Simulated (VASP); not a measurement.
# HfB2 (P6/mmm) in VASP: notebook

Runs on HfB2. Level: PBEsol. Tasks: single point.

All numbers are computed with VASP 6.6.1; they aren't measurements. Logs are shortened: lines on timing, memory, paths and dates and some standing lists are left out, and cuts for length are marked.

## Step 1: Starting point

It takes space group P6/mmm (No. 191, hexagonal). Conventional cell: a = 3.140 Å, b = 3.140 Å, c = 3.480 Å, α = 90.00°, β = 90.00°, γ = 120.00°. Around Hf (site symmetry 6/mmm) lie 12 B at 2.51 Å. B (site symmetry -6m2) has 3 B at 1.81 Å as nearest neighbours.

## Step 2: Single point, PBEsol

File INCAR:

```
SYSTEM = HfB2
PREC = Accurate
ENCUT = 520
EDIFF = 1E-7
ISMEAR = -1
SIGMA = 0.1
LREAL = .False.
LASPH = .True.
NELM = 100
ALGO = Normal
ISIF = 2
LWAVE = .False.
LCHARG = .False.
GGA = PS
NBANDS = 15
```

File KPOINTS:

```
Automatic mesh
0
Gamma
  10 10 8
  0 0 0
```

File POSCAR:

```
HfB2
1.0
    3.1400000000      0.0000000000      0.0000000000
   -1.5700000000      2.7193197700      0.0000000000
    0.0000000000      0.0000000000      3.4800000000
Hf B
1 2
Direct
    0.0000000000      0.0000000000      0.0000000000
    0.3333333333      0.6666666667      0.5000000000
    0.6666666667      0.3333333333      0.5000000000
```

Potentials or basis: VASP PAW PBE potentials, release 64 (Hf_pv, B).

Started as:

```bash
$ cat potpaw_PBE.64/Hf_pv/POTCAR potpaw_PBE.64/B/POTCAR > POTCAR
$ mpirun -np 1 vasp_std > vasp.out
```

OUTCAR:

```text
SYSTEM = HfB2
   PREC = Accurate
   ENCUT = 520
   EDIFF = 1E-7
   ISMEAR = -1
   LREAL = .False.
   LASPH = .True.
   NELM = 100
   ISIF = 2
   GGA = PS

 ion  position               nearest neighbor table
   1  0.000  0.000  0.000-   2 2.51   3 2.51   2 2.51   3 2.51   3 2.51   3 2.51   2 2.51   2 2.51
                             3 2.51   3 2.51   2 2.51   2 2.51
   2  0.333  0.667  0.500-   3 1.81   3 1.81   3 1.81   1 2.51   1 2.51   1 2.51   1 2.51   1 2.51
                             1 2.51
   3  0.667  0.333  0.500-   2 1.81   2 1.81   2 1.81   1 2.51   1 2.51   1 2.51   1 2.51   1 2.51
                             1 2.51

  LATTYP: Found a hexagonal cell.
 ALAT       =     3.1400000000
 C/A-ratio  =     1.1082802548

  Lattice vectors:

 A1 = (   3.1400000000,   0.0000000000,   0.0000000000)
 A2 = (  -1.5700000000,   2.7193197700,   0.0000000000)
 A3 = (   0.0000000000,   0.0000000000,   3.4800000000)

Analysis of symmetry for initial positions (statically):
=====================================================================
 Subroutine PRICEL returns:
 Original cell was already a primitive cell.

 Routine SETGRP: Setting up the symmetry group for a
 hexagonal supercell.

 Subroutine GETGRP returns: Found 24 space group operations
 (whereof 24 operations were pure point group operations)
 out of a pool of 24 trial point group operations.

The static configuration has the point symmetry D_6h.

Analysis of symmetry for dynamics (positions and initial velocities):
=====================================================================
 Subroutine PRICEL returns:
 Original cell was already a primitive cell.

 Routine SETGRP: Setting up the symmetry group for a
 hexagonal supercell.

 Subroutine GETGRP returns: Found 24 space group operations
 (whereof 24 operations were pure point group operations)
 out of a pool of 24 trial point group operations.

The dynamic configuration has the point symmetry D_6h.

 Subroutine INISYM returns: Found 24 space group operations
 (whereof 24 operations are pure point group operations),
 and found     1 'primitive' translations

----------------------------------------------------------------------------------------

                                     Primitive cell

  volume of cell :      29.7146

  direct lattice vectors                    reciprocal lattice vectors
     3.140000000  0.000000000  0.000000000     0.318471338  0.183869512  0.000000000
    -1.570000000  2.719319770  0.000000000     0.000000000  0.367739025  0.000000000
     0.000000000  0.000000000  3.480000000     0.000000000  0.000000000  0.287356322

  length of vectors
     3.140000000  3.140000002  3.480000000     0.367739025  0.367739025  0.287356322

  position of ions in fractional coordinates (direct lattice)
     0.000000000  0.000000000  0.000000000
     0.333333333  0.666666667  0.500000000
     0.666666667  0.333333333  0.500000000

  ion indices of the primitive-cell ions
   primitive index   ion index
                 1           1
                 2           2
                 3           3

----------------------------------------------------------------------------------------

 KPOINTS: Automatic mesh

Automatic generation of k-mesh.
 Grid dimensions read from file:
 generate k-points for:   10   10    8

 Generating k-lattice:

  Cartesian coordinates                     Fractional coordinates (reciprocal lattice)
     0.031847134  0.018386951  0.000000000     0.100000000  0.000000000  0.000000000
     0.000000000  0.036773902  0.000000000     0.000000000  0.100000000  0.000000000
     0.000000000  0.000000000  0.035919540     0.000000000  0.000000000  0.125000000

  Length of vectors
     0.036773902  0.036773902  0.035919540

  Shift w.r.t. Gamma in fractional coordinates (k-lattice)
     0.000000000  0.000000000  0.000000000

 Subroutine IBZKPT returns following result:
 ===========================================

 Found     70 irreducible k-points:

 Following reciprocal coordinates:
            Coordinates               Weight
  0.000000  0.000000  0.000000      1.000000
  0.100000  0.000000  0.000000      6.000000
  0.200000  0.000000  0.000000      6.000000
  0.300000  0.000000  0.000000      6.000000
  0.400000  0.000000  0.000000      6.000000
  0.500000  0.000000  0.000000      3.000000
[... 16 lines left out ...]
  0.300000  0.100000  0.125000     24.000000
  0.400000  0.100000  0.125000     24.000000
 [... further k-points ...]
   k-points           NKPTS =     70   k-points in BZ     NKDIM =     70   number of bands    NBANDS=     15
   number of dos      NEDOS =    301   number of ions     NIONS =      3
   total plane-waves  NPLWV =  16128
   dimension x,y,z NGX =    24 NGY =   24 NGZ =   28
   dimension x,y,z NGXF=    48 NGYF=   48 NGZF=   56
   ions per type =               1   2
   NGX,Y,Z   is equivalent  to a cutoff of  12.71, 12.71, 13.38 a.u.
   NGXF,Y,Z  is equivalent  to a cutoff of  25.41, 25.41, 26.75 a.u.
 SYSTEM =  HfB2
   PREC   = accura    normal or accurate (medium, high low for compatibility)
   ISTART =      0    job   : 0-new  1-cont  2-samecut
   ICHARG =      2    charge: 1-file 2-atom 10-const
   ISPIN  =      1    spin polarized calculation?
   LNONCOLLINEAR =      F non collinear calculations
   LSORBIT =      F    spin-orbit coupling
   LASPH  =      T    aspherical Exc in radial PAW
   ENCUT  =  520.0 eV  38.22 Ry    6.18 a.u.   5.84  5.84  6.47*2*pi/ulx,y,z
   NELM   =    100;   NELMIN=  2; NELMDL= -5     # of ELM steps
   EDIFF  = 0.1E-06   stopping-criterion for ELM
   LREAL  =      F    real-space projection
   EDIFFG = 0.1E-05   stopping-criterion for IOM
   NSW    =      0    number of steps for IOM
   IBRION =     -1    ionic relax: 0-MD 1-quasi-New 2-CG
   NFREE  =      0    steps in history (QN), initial steepest desc. (CG)
   ISIF   =      2    stress and relaxation
   ISYM   =      2    0-nonsym 1-usesym 2-fastsym
   POTIM  = 0.5000    time-step for ionic-motion
   TEBEG  =    0.0;   TEEND  =   0.0 temperature during run
   PSTRESS=    0.0 pullay stress
   NELECT =      16.0000    total number of electrons
   NUPDOWN=      -1.0000    fix difference up-down
   EMIN   =  10.00;   EMAX   =-10.00  energy-range for DOS
   EFERMI =   0.00;   METHOD = LEGACY
   ISMEAR =    -1;   SIGMA  =   0.10  broadening in eV -4-tet -1-fermi 0-gaus
   EFERMI_NEDOS =   21; number of points for ismear=-14 and -15
   IALGO  =     38    algorithm
   IMIX   =      4    mixing-type and parameters
     AMIX     =   0.40;   BMIX     =  1.00
     AMIX_MAG =   1.60;   BMIX_MAG =  1.00
  volume/ion in A,a.u.               =       9.90        66.84
  Fermi-wavevector in a.u.,A,eV,Ry     =   1.331860  2.516850 24.134693  1.773850
  Thomas-Fermi vector in A             =   2.460838
   LORBIT       =      0    0 simple, 1 ext, 2 COOP (PROOUT), +10 PAW based schemes
   GGA     = PS    functional components
   LHFCALC =     F    Hartree Fock is set to
   AEXX    =    0.0000 exact exchange contribution
   IVDW    =     0    specifies the selected vdW correction
   LEPSILON=     F    determine dielectric tensor
   LRPA    =     F    only Hartree local field effects (RPA)
 non-spin polarized calculation
  energy-cutoff  :      520.00
  volume of cell :       29.71
 maximum number of plane-waves:       816
 NGX is ok and might be reduce to    24
   NGX = 11   NGY = 11   NGZ = 13

 number of electron      15.9999998 magnetization

 Free energy of the ion-electron system (eV)
  ---------------------------------------------------
  ext. energy  EPLUGINS =         0.00000000
  ---------------------------------------------------
  free energy    TOTEN  =       -27.86042209 eV

  energy without entropy =      -27.85094623  energy(sigma->0) =      -27.85568416

 E-fermi :   7.4703     XC(G=0): -12.6815

 val. band max:        7.3628586769   @ k =   0.2000   0.2000   0.1250
 cond. band min:       7.6703102395   @ k =   0.1000   0.1000   0.2500
 fundamental gap:      0.3074515626
 Fermi energy:         7.4702728405

 k-point     1 :       0.0000    0.0000    0.0000
  band No.  band energies     occupation
      1     -23.0260      2.00000
      2     -22.5240      2.00000
      3     -22.5240      2.00000
      4      -6.1713      2.00000
      5       4.5081      2.00000
      6       4.6644      2.00000
      7       4.6644      2.00000
      8       4.8021      2.00000
      9      11.5427      0.00000
     10      11.5427      0.00000
     11      12.2128      0.00000
     12      12.2128      0.00000
     13      12.5523      0.00000
     14      12.5523      0.00000
     15      12.6123      0.00000

 k-point     2 :       0.1000    0.0000    0.0000
  band No.  band energies     occupation
      1     -23.0133      2.00000
      2     -22.6022      2.00000
      3     -22.5413      2.00000
      4      -5.9553      2.00000
      5       4.0723      2.00000
      6       4.6150      2.00000
      7       4.6528      2.00000
      8       4.7218      2.00000
      9      10.8500      0.00000
     10      11.3938      0.00000
     11      11.4242      0.00000
     12      11.7979      0.00000
     13      13.1976      0.00000
     14      13.6133      0.00000
     15      13.9697      0.00000
[... 365 lines left out ...]
      3     -22.7020      2.00000
      4      -3.5745      2.00000
      5       0.4525      2.00000
      6       3.0927      2.00000
      7       3.7904      2.00000
      8       5.7547      2.00000
      9       8.6132      0.00002
     10      10.8772      0.00000
     11      11.8286      0.00000
     12      13.1129      0.00000
     13      14.9404      0.00000
     14      15.6496      0.00000
     15      18.4543      0.00000

 k-point    24 :       0.4000    0.1000    0.1250
  band No.  band energies     occupation
      1     -23.2463      2.00000
      2     -22.9268      2.00000
      3     -22.7410      2.00000
      4      -2.3742      2.00000
      5      -1.0034      2.00000
      6       2.9168      2.00000
      7       3.7907      2.00000
      8       5.3160      2.00000
      9       8.7063      0.00001
     10      11.6700      0.00000
     11      11.7535      0.00000
     12      13.8236      0.00000
     13      15.0562      0.00000
     14      15.9996      0.00000
     15      18.3891      0.00000

 [... further k-points ...]

------------------------ aborting loop because EDIFF is reached ----------------------------------------

  FORCE on cell =-STRESS in cart. coord.  units (eV):
  Direction    XX          YY          ZZ          XY          YZ          ZX
  --------------------------------------------------------------------------------------
  -------------------------------------------------------------------------------------
  Total       -0.7675378     -0.7675378     -0.9291515      0.0000000     -0.0000000     -0.0000000
  in kB      -41.3848292    -41.3848292    -50.0988724      0.0000000     -0.0000000     -0.0000000
  external PRESSURE =     -44.2895103 kB  Pullay stress =       0.0000000 kB

 VOLUME and BASIS-vectors are now :
 -----------------------------------------------------------------------------
  energy-cutoff  :      520.00
  volume of cell :       29.71
      direct lattice vectors                 reciprocal lattice vectors
     3.140000000  0.000000000  0.000000000     0.318471338  0.183869512  0.000000000
    -1.570000000  2.719319770  0.000000000     0.000000000  0.367739025  0.000000000
     0.000000000  0.000000000  3.480000000     0.000000000  0.000000000  0.287356322

 POSITION                                       TOTAL-FORCE (eV/Angst)
 -----------------------------------------------------------------------------------
      0.00000      0.00000      0.00000        -0.000000      0.000000      0.000000
     -0.00000      1.81288      1.74000        -0.000000     -0.000000      0.000000
      1.57000      0.90644      1.74000         0.000000      0.000000     -0.000000
 -----------------------------------------------------------------------------------
    total drift:                               -0.000000      0.000000      0.000000

  FREE ENERGIE OF THE ION-ELECTRON SYSTEM (eV)
  ---------------------------------------------------
  free  energy   TOTEN  =       -27.8604220900 eV

  energy  without entropy=      -27.8509462275  energy(sigma->0) =      -27.85568416
```

It took 18 s on 1 thread of Intel Xeon Platinum 8488C (Sapphire Rapids), shared host; peak memory 0.16 GiB.

What came out:

```yaml
Free_energy: -27.8604 eV
Pressure: -4.4 GPa
Band_gap_on_the_k_mesh: none (metal or under the smearing width)
```

Caveat: the PAW data sets were made with another functional, which shifts forces and pressure a little. The run has no spin-orbit coupling, so splittings on Hf are missing.

## Step 3: Single point, PBEsol

This run uses another cell than the first one, of 10.70 Å³/atom, 1.080 times its volume.

File INCAR:

```
PREC = Accurate
ENCUT = 520
EDIFF = 1E-7
ISMEAR = -1
SIGMA = 0.1
LREAL = F
LASPH = T
NELM = 100
ALGO = Normal
ISIF = 2
LWAVE = F
LCHARG = F
GGA = PS
NBANDS = 15
```

File KPOINTS:

```
Automatic mesh
0
Gamma
  10 10 8
```

File POSCAR:

```
HfB2
1.0
    3.2215946835      0.0000000000      0.0000000000
   -1.6107973418      2.7899828388      0.0000000000
    0.0000000000      0.0000000000      3.5704297767
Hf B
1 2
Direct
    0.0000000000      0.0000000000      0.0000000000
    0.3333333333      0.6666666667      0.5000000000
    0.6666666667      0.3333333333      0.5000000000
```

Potentials or basis: VASP PAW PBE potentials, release 64 (Hf_pv, B).

Started as:

```bash
$ cat potpaw_PBE.64/Hf_pv/POTCAR potpaw_PBE.64/B/POTCAR > POTCAR
$ mpirun -np 1 vasp_std > vasp.out
```

OUTCAR:

```text
PREC = Accurate
   ENCUT = 520
   EDIFF = 1E-7
   ISMEAR = -1
   LREAL = F
   LASPH = T
   NELM = 100
   ISIF = 2
   GGA = PS

 ion  position               nearest neighbor table
   1  0.000  0.000  0.000-   2 2.58   3 2.58   2 2.58   3 2.58   3 2.58   3 2.58   2 2.58   2 2.58
                             3 2.58   3 2.58   2 2.58   2 2.58
   2  0.333  0.667  0.500-   3 1.86   3 1.86   3 1.86   1 2.58   1 2.58   1 2.58   1 2.58   1 2.58
                             1 2.58
   3  0.667  0.333  0.500-   2 1.86   2 1.86   2 1.86   1 2.58   1 2.58   1 2.58   1 2.58   1 2.58
                             1 2.58

  LATTYP: Found a hexagonal cell.
 ALAT       =     3.2215946835
 C/A-ratio  =     1.1082802548

  Lattice vectors:

 A1 = (   3.2215946835,   0.0000000000,   0.0000000000)
 A2 = (  -1.6107973418,   2.7899828388,   0.0000000000)
 A3 = (   0.0000000000,   0.0000000000,   3.5704297767)

Analysis of symmetry for initial positions (statically):
=====================================================================
 Subroutine PRICEL returns:
 Original cell was already a primitive cell.

 Routine SETGRP: Setting up the symmetry group for a
 hexagonal supercell.
[... 187 lines left out ...]
      9      10.5742      0.00000
     10      10.5742      0.00000
     11      11.2164      0.00000
     12      11.2164      0.00000
     13      11.4500      0.00000
     14      11.6430      0.00000
[... 401 lines left out ...]
      2     -23.7932      2.00000
      3     -23.6190      2.00000
      4      -2.7049      2.00000
      5      -1.3752      2.00000
      6       2.5010      2.00000
      7       3.3769      2.00000
      8       4.8813      2.00000
      9       8.0032      0.00003
     10      10.6780      0.00000
     11      10.7888      0.00000
     12      12.6592      0.00000
     13      13.7395      0.00000
     14      14.5942      0.00000
     15      16.8964      0.00000

 [... further k-points ...]

------------------------ aborting loop because EDIFF is reached ----------------------------------------

  FORCE on cell =-STRESS in cart. coord.  units (eV):
  Direction    XX          YY          ZZ          XY          YZ          ZX
  --------------------------------------------------------------------------------------
  -------------------------------------------------------------------------------------
  Total       -4.2602791     -4.2602791     -3.9927062      0.0000000      0.0000000     -0.0000000
  in kB     -212.6942287   -212.6942290   -199.3356653      0.0000000      0.0000000     -0.0000000
  external PRESSURE =    -208.2413743 kB  Pullay stress =       0.0000000 kB

 VOLUME and BASIS-vectors are now :
 -----------------------------------------------------------------------------
  energy-cutoff  :      520.00
  volume of cell :       32.09
      direct lattice vectors                 reciprocal lattice vectors
     3.221594683  0.000000000  0.000000000     0.310405280  0.179212572  0.000000000
    -1.610797342  2.789982839  0.000000000     0.000000000  0.358425144  0.000000000
     0.000000000  0.000000000  3.570429777     0.000000000  0.000000000  0.280078327

 POSITION                                       TOTAL-FORCE (eV/Angst)
 -----------------------------------------------------------------------------------
      0.00000      0.00000      0.00000        -0.000000      0.000000      0.000000
     -0.00000      1.85999      1.78521        -0.000000      0.000000     -0.000000
      1.61080      0.92999      1.78521         0.000000      0.000000      0.000000
 -----------------------------------------------------------------------------------
    total drift:                               -0.000000      0.000000      0.000000

  FREE ENERGIE OF THE ION-ELECTRON SYSTEM (eV)
  ---------------------------------------------------
  free  energy   TOTEN  =       -27.6659967942 eV

  energy  without entropy=      -27.6558359844  energy(sigma->0) =      -27.66091639
```

OSZICAR:

```text
N       E                     dE             d eps       ncg     rms          rms(c)
DAV:   1     0.270338502291E+02    0.27034E+02   -0.80021E+03  2100   0.101E+03
DAV:   2    -0.282054233882E+02   -0.55239E+02   -0.51833E+02  2780   0.218E+02
DAV:   3    -0.297862822830E+02   -0.15809E+01   -0.15752E+01  2800   0.269E+01
DAV:   4    -0.297937061838E+02   -0.74239E-02   -0.74230E-02  2450   0.228E+00
DAV:   5    -0.297937561796E+02   -0.49996E-04   -0.49994E-04  2765   0.164E-01    0.470E+01
DAV:   6    -0.277698373657E+02    0.20239E+01   -0.25394E+00  2534   0.110E+01    0.347E+01
DAV:   7    -0.277169519903E+02    0.52885E-01   -0.80250E-01  2604   0.632E+00    0.109E+01
DAV:   8    -0.276699602931E+02    0.46992E-01   -0.18771E-01  2443   0.314E+00    0.137E+00
DAV:   9    -0.276662185124E+02    0.37418E-02   -0.16863E-02  2443   0.101E+00    0.387E-01
DAV:  10    -0.276659922380E+02    0.22627E-03   -0.76237E-04  2534   0.228E-01    0.237E-01
DAV:  11    -0.276659994434E+02   -0.72054E-05   -0.63872E-05  2646   0.588E-02    0.108E-01
DAV:  12    -0.276659967661E+02    0.26773E-05   -0.41370E-06  2387   0.149E-02    0.763E-03
DAV:  13    -0.276659967942E+02   -0.28073E-07   -0.23003E-07  2506   0.369E-03
   1 F= -.27665997E+02 E0= -.27660916E+02  d E =-.101608E-01
```

stdout:

```text
POSCAR found type information on POSCAR HfB
 POSCAR found :  2 types and       3 ions
 scaLAPACK will be used
 -----------------------------------------------------------------------------
|                                                                             |
|                                                                             |
|     You enforced a specific xc type in the INCAR file but a different       |
|     I HOPE YOU KNOW WHAT YOU ARE DOING!                                     |
|                                                                             |
 -----------------------------------------------------------------------------

 LDA part: xc-table for (Slater+PW92), standard interpolation
 POSCAR, INCAR and KPOINTS ok, starting setup
 FFT: planning ... GRIDC
 FFT: planning ... GRID_SOFT
 FFT: planning ... GRID
 WAVECAR not read
 entering main loop
```

Wall time 21 s (1 thread of Intel Xeon Platinum 8488C (Sapphire Rapids), shared host); peak memory 0.16 GiB.

Results:

```yaml
Free_energy: -27.6660 eV
Pressure: -20.8 GPa
Band_gap_on_the_k_mesh: none (metal or under the smearing width)
```

Stress tensor (GPa, compression positive):
```
-21.27   0.00   0.00
  0.00 -21.27   0.00
  0.00   0.00 -19.93
```

Caveat: so large a pressure means that the cell lies far from this level's equilibrium, or that cutoff or potentials fall short; the potentials were made for another functional, which shifts forces and pressure. The run has no spin-orbit coupling, so splittings on Hf are missing.
